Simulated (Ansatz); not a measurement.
input.yaml

```yaml
crystal:
  lattice:
    - [1.7367649141, 1.0027216907, 4.6088801875]
    - [-1.7367649141, 1.0027216907, 4.6088801875]
    - [0.0, -2.0054433813, 4.6088801875]
  atoms:
    - { symbol: Na, position: [0.0, 0.0, 0.0] }
    - { symbol: H, position: [0.5, 0.5, 0.5] }
    - { symbol: F, position: [0.4172854821, 0.4172854821, 0.4172854821] }
    - { symbol: F, position: [0.5827145179, 0.5827145179, 0.5827145179] }
basis:
  ecutwfc: 500
kpoints:
  mp_grid: { grid: [9, 9, 9] }
  band_path: { path: [VBM, CBM], npoints: 2 }
hamiltonian:
  xc: r2scan
scf:
  occupations: { method: gaussian, width: 0.02 }
output:
  forces: false
  stress: false
  eigenvalues: true
checkpoint:
  read: start.run
  write: ck
  compress: false
  write_wavefunctions: false
  write_every: 100000
```

Run as
```bash
ansatz run input.yaml --threads 1 --pin off --max-ram 2560MiB --backend cpu --events-out ev --progress --plain --runs-dir out
```

These are results of DFT r2SCAN, scalar-relativistic, plane waves, PAW in Ansatz, not measurements.

Abridged output (iterations and final results):

```
SCF iter   1: F=—  HF=-3127.813237 eV  |F-HF|=—  |Δ(HF+E_count)|=         —  Δρ=9.32e-6  dr2=1.02e-8  dr2_τ=4.71e-9  ethr=5.73e-8  ⟨swp⟩=3.0  Hψ=10176  notcnv=0
SCF iter   2: F=-3127.813237 eV  HF=-3127.813237 eV  |F-HF|=5.34e-9  |Δ(HF+E_count)|=   4.90e-9  Δρ=4.46e-6  dr2=2.37e-9  dr2_τ=1.11e-9  ethr=4.25e-11  ⟨swp⟩=4.7  Hψ=4752  notcnv=0
SCF 1 converged in 2 iterations: F = -3127.813237 eV  dr2 = 2.37e-9
SCF converged after 2 iterations
Free energy (F): -3127.813237 eV
Harris-Foulkes:  -3127.813237 eV  (|F-HF|=5.34e-9)
Internal energy: -3127.813237 eV  (E = F + TS)
E sigma→0 (E₀):  -3127.813237 eV
Fermi energy:    1.443777 eV
--- Per-component energies (eV) ---
  E_band       = -366.750013
  E_kinetic    = 551.327659
  E_local      = -2684.391304  (includes V_loc(G=0)·N_el)
  E_nonlocal   = 263.055348
  E_hartree    = 987.099378
  E_xc         = -204.663289
  E_vxc        = -302.191829  (∫ρ·V_xc dr)
  E_paw        = -674.411705  (= ΣΔE_a)
  E_vpaw       = -192.400596  (= ΣTr[D̂ρ^β])
  E_aug_tail   = 0.001765  (compensation charges beyond the density's cutoff)
  E_vtau       = 23.650340  (kinetic-family band-sum trace: ∫τ·v_τ [+ j·A + Jᵃ·Aᵃ] dr)
  E_ewald      = -1365.742038
  E_core_change = -0.089050  (= ΣΔE_core)
  E_smearing   =  0.000000  (= −TS)
--- Band table (eV; the first three rows and the last of 85) ---
  k-point 0: bands = ["-50.8639", "-23.9802", "-22.8547", "-21.2568", "-21.2568", "-21.1408", "-7.3499", "-2.8924", "-2.8924", "-2.6208", "-2.6208", "-2.4868", "5.2907", "11.7560", "12.9121", "16.2153"]
  k-point 1: bands = ["-50.8634", "-23.9794", "-22.8402", "-21.2587", "-21.2517", "-21.1565", "-7.3119", "-3.0367", "-2.9112", "-2.6896", "-2.6315", "-2.4738", "5.6218", "11.8376", "13.0679", "16.0002"]
  k-point 2: bands = ["-50.8623", "-23.9771", "-22.8021", "-21.2636", "-21.2424", "-21.1937", "-7.2139", "-3.3751", "-2.9586", "-2.7971", "-2.6586", "-2.5053", "6.5089", "11.9991", "13.4932", "14.4118"]
  k-point 84: bands = ["-50.8634", "-23.9318", "-22.8714", "-21.2587", "-21.2403", "-21.2189", "-6.7884", "-3.3704", "-3.1713", "-3.1088", "-2.4577", "-2.4165", "7.1953", "8.6117", "14.7766", "16.1483"]
```

Self-consistency was reached.

The run took 6.4 s on 1 thread of Intel(R) Xeon(R) Platinum 8488C (Sapphire Rapids), on a shared host, peak memory 0.49 GiB.

The run starts from the saved density of an earlier one, so iterations and time are fewer than from atoms.